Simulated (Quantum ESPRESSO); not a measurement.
# HgTe in Quantum ESPRESSO: the effect of smearing width

HgTe, a slab with vacuum:

```
Te Hg
1.0
     4.55872    0.00000    0.00000
    -2.27936    3.94797    0.00000
     0.00000    0.00000   23.37490
Te Hg
3 3
Direct
  0.00000 0.00000 0.32086
  0.33333 0.66667 0.48010
  0.66667 0.33333 0.63933
  0.33333 0.66667 0.36067
  0.66667 0.33333 0.51990
  0.00000 0.00000 0.67914
```

Alike in all runs:

```yaml
Program: Quantum ESPRESSO 7.5
Task: work function
Functional: PBE
Potentials_or_basis: PseudoDojo 0.4.1 SR PBE standard
Cutoff: 1088 eV
Density_cutoff: 4354 eV
k_mesh: 4 × 4 × 1
Spin: no spin polarisation
```

```tsv
smearing width	occupations	largest force (eV/Å)	work function (eV)
0.01	cold, width 0.01 eV	0.99	3.35
0.025	cold, width 0.025 eV	?	?
0.05	cold, width 0.05 eV	0.99	3.35
0.1	cold, width 0.1 eV	0.94	3.37
0.2	cold, width 0.2 eV	0.88	3.40
```

Problem. What does the run with smearing width 0.025 give?

Solution. Largest force 1.00 eV/Å; work function 3.35 eV.

Worked out: A parabola through the other rows of the largest force, of slope -0.465 eV/Å per unit of smearing width there, gives 0.99 eV/Å, against the run's 1.00. A straight line through the other rows of the work function, of slope 0.282 eV per unit of smearing width, gives 3.35 eV, against the run's 3.35.

Caveats: all runs use coarse meshes.
